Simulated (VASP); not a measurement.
## LiCl (distorted rocksalt), LDA single-point calculation: Ansatz's output and VASP's

```yaml
crystal:
  lattice:
    - [-0.00360, 2.49260, 2.50920]
    - [2.51290, -0.09910, 2.60470]
    - [2.40750, 2.48270, 0.00630]
  atoms:
    - { symbol: Li, position: [0.92330, 0.04000, 0.97080] }
    - { symbol: Cl, position: [0.47790, 0.48810, 0.45160] }
```

Ansatz printed

```
SCF 1 converged in 6 iterations: F = -1249.427504 eV  dr2 = 5.19e-10
  greatest PAW one-centre occupation: 1.000 electrons in one spin orbital (limit 2), on the Li atom at site 0 (counted from 0), in its partial waves of l = 0
SCF converged after 6 iterations
Free energy (F): -1249.427504 eV
Harris-Foulkes:  -1249.427504 eV  (|F-HF|=3.19e-10)
Internal energy: -1249.427504 eV  (E = F + TS)
E sigma→0 (E₀):  -1249.427504 eV
Fermi energy:    5.214643 eV
--- Per-component energies (eV) ---
  E_band       = -99.085969
  E_kinetic    = 184.083368
  E_local      = -315.566990  (includes V_loc(G=0)·N_el)
  E_nonlocal   = -2.722858
  E_hartree    = 90.627870
  E_xc         = -117.331961
  E_vxc        = -136.345914  (∫ρ·V_xc dr)
  E_paw        = -643.863815  (= ΣΔE_a)
  E_vpaw       = -9.789508  (= ΣTr[D̂ρ^β])
  E_aug_tail   = 0.000112  (compensation charges beyond the density's cutoff)
  E_ewald      = -444.843722
  E_core_change = 0.190492  (= ΣΔE_core)
  E_smearing   = -0.000000  (= −TS)
  E_closure    = -0.000000  (closes the sum)
  Σ components = -1249.427504   (vs F -1249.427504, Δ=0.00e0)
--- Forces (eV/Å), atoms counted from 1 ---
  atom   1  Li    -0.29213391     0.05669096     0.00252050
  atom   2  Cl     0.29212393    -0.05668420    -0.00252511
  max |Σ_I F_I| component: 9.98e-6 eV/Å
--- Stress (GPa, compression-positive) ---
        1.471676       1.289519      -1.084484
        1.289519      -1.468186       0.896052
       -1.084484       0.896052      -2.119657
  P = ⅓ Tr σ = -0.7054 GPa (-7.054 kbar)
--- Band table (eV; the first three rows and the last of 260) ---
  k-point 0: bands = ["-40.3317", "-11.5676", "1.7182", "2.1069", "2.1578", "8.2624", "12.8596", "13.6059", "14.1122"]
  k-point 1: bands = ["-40.3310", "-11.4746", "1.4930", "1.7046", "2.0741", "8.6943", "12.8818", "13.3921", "13.5458"]
  k-point 2: bands = ["-40.3292", "-11.2350", "0.2976", "1.6401", "1.8935", "8.9533", "12.2990", "12.4146", "13.0946"]
  k-point 259: bands = ["-40.3268", "-10.8695", "-1.1205", "1.5253", "1.7549", "8.3403", "10.8244", "11.4872", "15.3843"]
```

The two codes use different PAW datasets and cutoffs. VASP's cell holds 10 valence electrons and Ansatz's 10. LDA means the Perdew–Zunger form with relativistic exchange in VASP and the Perdew–Wang form in Ansatz. Ansatz's stress includes a Pulay correction; VASP's doesn't.

Task: What does VASP give for the same cell and level of theory?

Result: gap between bands v and c on the k mesh 6.12 eV; least direct gap on the k mesh 6.12 eV; pressure -0.8 GPa; largest force 0.30 eV/Å.

From OUTCAR

```
k-points           NKPTS =    260   k-points in BZ     NKDIM =    260   number of bands    NBANDS=     12

   NELECT =      10.0000    total number of electrons

   dimension x,y,z NGX =    28 NGY =   28 NGZ =   28
   dimension x,y,z NGXF=    56 NGYF=   56 NGZF=   56

  energy-cutoff  :      520.00
  volume of cell :       31.87
      direct lattice vectors                 reciprocal lattice vectors
    -0.003600000  2.492600000  2.509200000    -0.202944182  0.196281300  0.203259458
     2.512900000 -0.099100000  2.604700000     0.194991692 -0.189564028  0.188589697
     2.407500000  2.482700000  0.006300000     0.211536772  0.198156619 -0.196542187

 k-points in reciprocal lattice and weights: KPOINTS created by Atomic Simulation Env
   0.00000000  0.00000000  0.00000000       0.002
   0.12500000  0.00000000 -0.00000000       0.004
   0.25000000  0.00000000 -0.00000000       0.004
   0.37500000 -0.00000000 -0.00000000       0.004
   0.50000000  0.00000000 -0.00000000       0.002
  -0.00000000  0.12500000  0.00000000       0.004
   0.12500000  0.12500000 -0.00000000       0.004
   0.25000000  0.12500000 -0.00000000       0.004
   ...

 E-fermi :   1.5177

 k-point     1 :       0.0000    0.0000    0.0000
  band No.  band energies     occupation
      1     -41.4654      2.00000
      2     -12.6427      2.00000
      3       0.6186      2.00000
      4       1.0070      2.00000
      5       1.0577      2.00000
      6       7.1817      0.00000
      7      11.8967      0.00000
      8      12.6692      0.00000
      9      13.1999      0.00000
     10      15.0387      0.00000
     11      15.2751      0.00000
     12      15.4055      0.00000

 k-point     2 :       0.1250    0.0000   -0.0000
  band No.  band energies     occupation
      1     -41.4647      2.00000
      2     -12.5518      2.00000
      3       0.3231      2.00000
      4       0.7046      2.00000
      5       0.9521      2.00000
      6       7.6406      0.00000
      7      11.7809      0.00000
      8      12.0447      0.00000
      9      13.0312      0.00000
     10      13.7302      0.00000
     11      14.1706      0.00000
     12      16.0017      0.00000

 k-point     3 :       0.2500    0.0000   -0.0000
  band No.  band energies     occupation
      1     -41.4630      2.00000
      2     -12.3178      2.00000
      3      -0.8224      2.00000
      4       0.5573      2.00000
      5       0.8240      2.00000
      6       7.9210      0.00000
      7      10.9489      0.00000
      8      11.6684      0.00000
      9      11.9879      0.00000
     10      14.4037      0.00000
     11      15.2125      0.00000
     12      16.5610      0.00000

 k-point     4 :       0.3750   -0.0000   -0.0000
  band No.  band energies     occupation
      1     -41.4613      2.00000
      2     -12.0591      2.00000
      3      -1.8313      2.00000
      4       0.4639      2.00000
      5       0.7094      2.00000
      6       7.5026      0.00000
      7      10.0551      0.00000
      8      10.8058      0.00000
      9      13.2522      0.00000
     10      16.2291      0.00000
     11      17.0729      0.00000
     12      17.3953      0.00000

 k-point     5 :       0.5000    0.0000   -0.0000
  band No.  band energies     occupation
      1     -41.4606      2.00000
      2     -11.9432      2.00000
      3      -2.2218      2.00000
      4       0.4283      2.00000
      5       0.6656      2.00000
      6       7.2763      0.00000
      7       9.7359      0.00000
      8      10.4823      0.00000
      9      14.1530      0.00000
     10      17.3910      0.00000
     11      18.1187      0.00000
     12      18.7389      0.00000

 k-point     6 :      -0.0000    0.1250    0.0000
  band No.  band energies     occupation
      1     -41.4649      2.00000
      2     -12.5698      2.00000
      3       0.0751      2.00000
      4       0.9716      2.00000
      5       1.0115      2.00000
      6       7.6862      0.00000
      7      11.3513      0.00000
      8      12.4671      0.00000
      9      13.0922      0.00000
     10      14.1837      0.00000
     11      14.3137      0.00000
     12      16.0082      0.00000

 k-point     7 :       0.1250    0.1250   -0.0000
  band No.  band energies     occupation
      1     -41.4646      2.00000
      2     -12.5277      2.00000
      3       0.3037      2.00000
      4       0.6028      2.00000
      5       0.8339      2.00000
      6       7.9171      0.00000
      7      11.3604      0.00000
      8      12.0722      0.00000
      9      12.8822      0.00000
     10      13.2326      0.00000
     11      15.6643      0.00000
     12      16.2779      0.00000

 ...

  Total        0.2823027     -0.3064923     -0.4358048      0.2564912      0.1778874     -0.2153280
  in kB       14.1931364    -15.4093011    -21.9106530     12.8954287      8.9435209    -10.8258929
  external PRESSURE =      -7.7089393 kB  Pullay stress =       0.0000000 kB

 POSITION                                       TOTAL-FORCE (eV/Angst)
 -----------------------------------------------------------------------------------
      2.43439      4.70766      2.42705        -0.295246      0.057952      0.002282
      2.31205      2.26403      2.47335         0.295246     -0.057952     -0.002282
 -----------------------------------------------------------------------------------
    total drift:                                0.000343      0.000150     -0.000152

  FREE ENERGIE OF THE ION-ELECTRON SYSTEM (eV)
  ---------------------------------------------------
  free  energy   TOTEN  =        -8.0473616935 eV

  energy  without entropy=       -8.0473616935  energy(sigma->0) =       -8.04736169
```
